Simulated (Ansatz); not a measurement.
# Hg: from a trial structure to a relaxed crystal

All numbers below come from DFT PBE, scalar-relativistic, plane waves, PAW (Ansatz 0.2.0). Cutoff 420 eV, Γ-centred k mesh, Gaussian smearing, no spin polarisation in the final step.

Hg was placed on the omega structure type (P6/mmm, No. 191), at a guessed volume.

```yaml
crystal:
  lattice:
    - [5.92698, 0.00000, 0.00000]
    - [-2.96349, 5.13292, 0.00000]
    - [0.00000, 0.00000, 3.63350]
  atoms:
    - { symbol: Hg, position: [0.00000, 0.00000, 0.00000] }
    - { symbol: Hg, position: [0.33333, 0.66667, 0.50000] }
    - { symbol: Hg, position: [0.66667, 0.33333, 0.50000] }
```

Steps on the 9×9×12 mesh (3 atoms). 6 of 8 steps are shown, and the free energy counts from the last. Trial steps that were taken back and renewals of the plane-wave basis can be among the rows.

```csv
step,ΔF (meV/atom),V (Å³/atom),P (GPa)
1,22.4,36.85,-0.61
2,19.9,36.23,-0.62
3,2.0,31.58,-0.38
5,-1.1,30.20,-0.13
6,-1.6,29.75,-0.01
8,0.0,29.69,-0.02
```

A final relaxation ran on a 9×9×14 mesh. The relaxed crystal, P6/mmm (No. 191):

Space group P6/mmm (No. 191). a = 5.571 Å, b = 5.571 Å, c = 3.314 Å, α = 90.00°, β = 90.00°, γ = 120.00°
| atom | site | symmetry | x | y | z |
| --- | --- | --- | --- | --- | --- |
| Hg | 1a | 6/mmm | 0.0000 | 0.0000 | 0.0000 |
| Hg | 2d | -6m2 | 0.3333 | 0.6667 | 0.5000 |

```yaml
Volume_per_atom: 29.69 Å³
Density: 11.22 g/cm³
Gap_on_the_9×9×14_mesh: 0 eV (a metal)
```

The final run used a 9×9×14 mesh on its 3-atom cell and 0.10 eV smearing. Spin–orbit coupling is left out.

Symmetry constrained the relaxation, so the result can be a saddle point.